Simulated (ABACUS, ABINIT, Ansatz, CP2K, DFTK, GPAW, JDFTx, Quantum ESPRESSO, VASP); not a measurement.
Re: 10 runs at one level of theory

```
CELL_PARAMETERS angstrom
2.76080 0.00000 0.00000
-1.38040 2.39092 0.00000
0.00000 0.00000 4.45820
ATOMIC_POSITIONS crystal
Re 0.66667 0.33333 0.75000
Re 0.33333 0.66667 0.25000
```

Alike in all runs: task single point; functional PBE; k mesh 11 × 11 × 6; occupations fermi-dirac, width 0.05 eV; no spin polarisation; no spin-orbit coupling. Pressure is positive in compression and, in plane waves, holds the error of the finite cutoff, which Ansatz's Pulay term estimates and takes out.

| program and potentials | plane-wave cutoff (eV) | notes | pressure (GPa) |
| --- | --- | --- | --- |
| ABINIT, JTH PAW PBE v2.0 | 599 | 15 valence electrons an atom on average | 5.52 |
| JDFTx, PseudoDojo-SR-PBE-0.5-standard | 980 | 15 valence electrons an atom on average | 5.83 |
| Ansatz, Ansatz PAW (earlier soft set) | 420 | 15 valence electrons an atom on average; Pulay term of +0.10 GPa included | 6.02 |
| CP2K, POTENTIAL_UZH Re GTH-PBE-q15; TZVP-MOLOPT-PBE-GTH basis | - | atomic basis; 15 valence electrons an atom on average | 4.13 |
| Quantum ESPRESSO, SSSP 1.3 efficiency PBE | 748 | 15 valence electrons an atom on average | 5.60 |
| VASP, PBE PAW files Re, 520 eV | 520 | 7 valence electrons an atom on average | 5.58 |
| Ansatz, all-electron LAPW, scalar-relativistic | - | - | 6.10 |
| ABACUS, PseudoDojo NC SR 0.4.1 PBE standard, plane waves | 993 | 15 valence electrons an atom on average | 5.81 |
| GPAW, GPAW PAW data sets (gpaw-data 1.2.1) | 600 | 13 valence electrons an atom on average | 5.36 |
| DFTK, PseudoDojo SR PBE 0.4.1 standard (PBE) | 980 | 15 valence electrons an atom on average | 5.81 |

The pressure spans 4.13 (CP2K, POTENTIAL_UZH Re GTH-PBE-q15; TZVP-MOLOPT-PBE-GTH basis) to 6.10 GPa (Ansatz, all-electron LAPW, scalar-relativistic), with all-electron results at 6.10. Rows in atomic bases carry the error of their basis and grid, which can be large.

Differences between rows come from potentials, basis sets and numerical settings, since the functional is the same but for its coding. Runs on potential files found faulty are left out.
